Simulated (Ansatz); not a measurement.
Zone-centre phonons of BaO at -1 GPa: input and output

These are results of DFT LDA, scalar-relativistic, plane waves, PAW (Ansatz 0.2.0), not measurements.

Launched with:
```bash
ansatz run input.yaml --threads 1 --pin off --max-ram 1228MiB --backend cpu --events-out ev --progress --plain --runs-dir out
```

Input (bare energies are in eV):
```yaml
crystal:
  lattice:
    - [0.0, 2.7277770199, 2.7277770199]
    - [2.7277770199, 0.0, 2.7277770199]
    - [2.7277770199, 2.7277770199, 0.0]
  atoms:
    - { symbol: Ba, position: [0.0, 0.0, 0.0] }
    - { symbol: O, position: [0.5, 0.5, 0.5] }
basis:
  ecutwfc: 420
kpoints:
  mp_grid: { grid: [8, 8, 8] }
hamiltonian:
  xc: lda
scf:
  occupations: { method: fixed }
output:
  eigenvalues: true
phonons:
  method: dfpt
  dielectric: true
  rigid_motions: translations
  eigenvectors: true
```

The end of the output:
```
--- Phonons (Γ-DFPT): 2 representative perturbations + reference, on 59 of 512 k-points (Σ response iterations 6) ---
  k mesh reduced under 8 symmetry operations, with k and −k counted as one. Each operation leaves every solved perturbation unchanged. A smaller set is not considered because the run solves the response ...
  ASR residual: 1.358e-4 → 0.000e0 eV/Å²; symmetrization residual: 6.563e-7 eV/Å²
  ASR residual per site (eV/Å²): 5.03e-6 1.36e-4
  Γ frequencies (cm⁻¹): 0.00 0.00 0.00 78.10 78.10 78.10
  ε∞ (high-frequency dielectric tensor):
        4.270002    -0.000000    -0.000000
        0.000000     4.270002    -0.000000
        0.000000     0.000000     4.270002
  ε⁰ (static dielectric tensor: ions relaxed, cell fixed):
      111.837360     0.000000     0.000000
        0.000000   111.837360     0.000000
        0.000000     0.000000   111.837360
  ε⁰ − ε∞ (ionic part):
      107.567358     0.000000     0.000000
        0.000000   107.567358     0.000000
        0.000000     0.000000   107.567358
  softest optical mode at Γ: 78.10 cm⁻¹; the repairs (sum rule, projections) moved no ω² at Γ by more than (1.54 cm⁻¹)²
  Born effective charges Z* (e; rows j = field, columns β = displacement):
    site 0:
         2.78495    0.00000    0.00000
         0.00000    2.78495    0.00000
         0.00000    0.00000    2.78495
    site 1:
        -2.78495   -0.00000   -0.00000
         0.00000   -2.78495   -0.00000
         0.00000   -0.00000   -2.78495
  Z* charge neutrality: 2.849e-5 e pre-enforcement
  k-mesh period / interband length: 30.9 Å / 1.48 Å = 20.85 at k = (0.0000, 0.0000, 0.0000), direct gap 4.153 eV — 14 or more, which is no proof of convergence
  optical modes at Γ without the LO–TO term, one row a degenerate level:
      ω (cm⁻¹) modes IR ((D/Å)²/amu)
         78.10      3            37.4616
  optical modes at Γ + LO–TO along q̂ = [1.0000, 0.0000, 0.0000]:
      ω (cm⁻¹) modes IR ((D/Å)²/amu)
         78.10      2            24.9744
        399.69      1            12.4872
  optical modes at Γ + LO–TO along q̂ = [0.0000, 1.0000, 0.0000]:
      ω (cm⁻¹) modes IR ((D/Å)²/amu)
         78.10      2            24.9744
        399.69      1            12.4872
  optical modes at Γ + LO–TO along q̂ = [0.0000, 0.0000, 1.0000]:
      ω (cm⁻¹) modes IR ((D/Å)²/amu)
         78.10      2            24.9744
        399.69      1            12.4872
```

Spin–orbit coupling is left out, which matters for heavy elements.